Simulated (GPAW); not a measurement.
Ga: equation of state with LDA

The system is Ga.

```
Ga
1.0
     1.38300   -4.02650    0.00000
     1.38300    4.02650    0.00000
    -0.11745    0.00000    3.32993
Ga
2
Direct
  0.13100 0.86900 0.75000
  0.86900 0.13100 0.25000
```

This isn't the form of Ga at room conditions, which is orthorhombic.

```
Program             : GPAW 26.7.0
Task                : equation of state
Functional          : LDA
Potentials or basis : the program's PAW data sets (release 1.2.1) made for this functional
Cutoff              : 600 eV
Basis               : pw
k mesh              : 8 × 8 × 7
Occupations         : fermi-dirac, width 0.05 eV
Spin                : no spin polarisation
Maxiter             : 150
Eos scales          : [0.94, 0.96, 0.98, 1.0, 1.02, 1.04, 1.06]
```

- Equilibrium volume: 17.56 Å³/atom
- Bulk modulus at fixed shape and positions: 63 GPa
- Pressure derivative of the bulk modulus: 4.8

Energy against volume, from the lowest point:
```csv
volume (Å³/atom),energy (meV/atom)
17.431,0.00
17.801,0.44
18.172,3.73
18.543,9.53
18.914,17.55
19.285,27.54
19.656,39.29
```

Run time: 4 min on 1 thread of Arm Neoverse V2 (shared host), peak memory 0.36 GiB.

Caveat: the cell was scaled at fixed shape and fractional positions, which overstates the stiffness of a crystal with free parameters, most of all of layers and chains; the program warned that so skewed a cell can give wrong results.
